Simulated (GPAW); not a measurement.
Here is a GPAW 26.7.0 calculation.

run.py

```python
from ase import Atoms
from ase.eos import EquationOfState
from ase.io import Trajectory
from ase.units import GPa
from gpaw import GPAW, PW, setup_paths

setup_paths.insert(0, '.')

atoms = Atoms(['Ti', 'Si'],
              cell=[[1.816178, -2.117624, 0.0],
                    [1.816178, 2.117624, 0.0],
                    [0.0, 0.0, 3.803934]],
              scaled_positions=[[0.5, 0.5, 0.0],
                                [0.0, 0.0, 0.5]],
              pbc=True)

traj = Trajectory('eos.traj', 'w')
volumes, energies = [], []
for x in [0.94, 0.96, 0.98, 1.0, 1.02, 1.04, 1.06]:
    a = atoms.copy()
    a.set_cell(atoms.cell * x**(1 / 3), scale_atoms=True)
    calc = GPAW(mode=PW(600),
                xc='PBEsol',
                kpts={'size': (8, 8, 6), 'gamma': True},
                occupations={'name': 'fermi-dirac', 'width': 0.05},
                nbands=18,
                convergence={'density': 1e-05, 'energy': 1e-05},
                maxiter=150,
                txt=f'eos-{x:.2f}.txt')
    a.calc = calc
    energies.append(a.get_potential_energy(force_consistent=True))
    volumes.append(a.get_volume())
    p = -a.get_stress()[:3].mean() / GPa
    calc.write(f'eos-{x:.2f}.gpw')
    traj.write(a)
    print(f'{x:.2f} {volumes[-1]:10.4f} A^3 {energies[-1]:14.6f} eV {p:9.3f} GPa', flush=True)

v0, e0, B = EquationOfState(volumes, energies, eos='birchmurnaghan').fit()
print(f'V0 = {v0:.4f} A^3, E0 = {e0:.6f} eV, B0 = {B / GPa:.2f} GPa')
```

Potentials or basis: PAW data sets generated in the run's folder for this functional, pw.

Launch:

```sh
$ gpaw-setup -f PBEsol Si Ti
$ OMP_NUM_THREADS=1 python run.py
```

(1) What does it give for the equilibrium volume?

(2) What does it give for the pressure derivative of the bulk modulus?

(3) What does it give for the bulk modulus at fixed shape and positions?

## Answers

(1) 14.27 Å³/atom.

(2) 3.6.

(3) 144 GPa.

Caveat: the cell was scaled at fixed shape and fractional positions, which overstates the stiffness of a crystal with free parameters, most of all of layers and chains.
